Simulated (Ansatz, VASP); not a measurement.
**One calculation of NaI, two programs**

Contents of POSCAR:

```
NaI
1.0
    0.0000000000      3.2364000000      3.2364000000
    3.2364000000      0.0000000000      3.2364000000
    3.2364000000      3.2364000000      0.0000000000
Na I
1 1
Direct
    0.0463477938     -0.0463477938     -0.0463477938
    0.5000000000      0.5000000000      0.5000000000
```

The input INCAR.step1:

```
PREC = Accurate
ENCUT = 520
ISMEAR = 0
SIGMA = 0.05
LREAL = False
LASPH = True
NELM = 100
NBANDS = 14
GGA = PE
ALGO = Normal
EDIFF = 1E-4
LWAVE = True
LCHARG = False
```

Contents of INCAR.step2:

```
PREC = Accurate
ENCUT = 520
EDIFF = 1E-7
ISMEAR = 0
SIGMA = 0.05
LREAL = False
LASPH = True
NELM = 100
ALGO = Normal
ISIF = 2
LWAVE = False
LCHARG = False
METAGGA = R2SCAN
LMIXTAU = True
NBANDS = 14
ISTART = 1
```

The input KPOINTS:

```
regular mesh
0
Gamma
  6 6 6
```

Input for Ansatz:

```yaml
crystal:
  lattice:
    - [0.0, 3.2364, 3.2364]
    - [3.2364, 0.0, 3.2364]
    - [3.2364, 3.2364, 0.0]
  atoms:
    - { symbol: Na, position: [0.0463477938, -0.0463477938, -0.0463477938] }
    - { symbol: I, position: [0.5, 0.5, 0.5] }
basis:
  ecutwfc: 500
kpoints:
  mp_grid: { grid: [6, 6, 6] }
hamiltonian:
  xc: r2scan
scf:
  occupations: { method: gaussian, width: 0.05 }
output:
  forces: true
  stress: true
  eigenvalues: true
```

Alike in both runs: task single point; functional r2SCAN; k mesh 6 × 6 × 6; occupations gaussian, width 0.05 eV; no spin polarisation.

```csv
,VASP,Ansatz
version,VASP 6.6.1,Ansatz 0.2.0
potentials or method,"VASP PAW PBE potentials, release 64 (Na_pv, I)","scalar-relativistic, plane waves, PAW"
plane-wave cutoff (eV),520,500
valence electrons in the cell,14,26
```

Ansatz gave:

* gap on the k mesh at the Fermi level (eV): 4.44
* least direct gap on the mesh (eV): 4.44
* pressure (GPa): 0.4
* largest component of the traceless stress (GPa): 1.22
* rms of the force components (eV/Å): 0.220

Q: Estimate VASP's values.

A: gap on the k mesh at the Fermi level (eV): 4.45; least direct gap on the mesh (eV): 4.45; pressure (GPa): 0.4; largest component of the traceless stress (GPa): 1.22; rms of the force components (eV/Å): 0.218.

Atom by atom the forces differ by 0.001 eV/Å (rms over components). With one functional, cell and mesh, what is left measures potentials, basis and numerics. The two sets of potentials don't hold the same shells in valence.

Caveats: the PAW data sets were made with another functional, which shifts forces and pressure a little (VASP); spin-orbit coupling is left out, which moves the levels of the heavy elements.
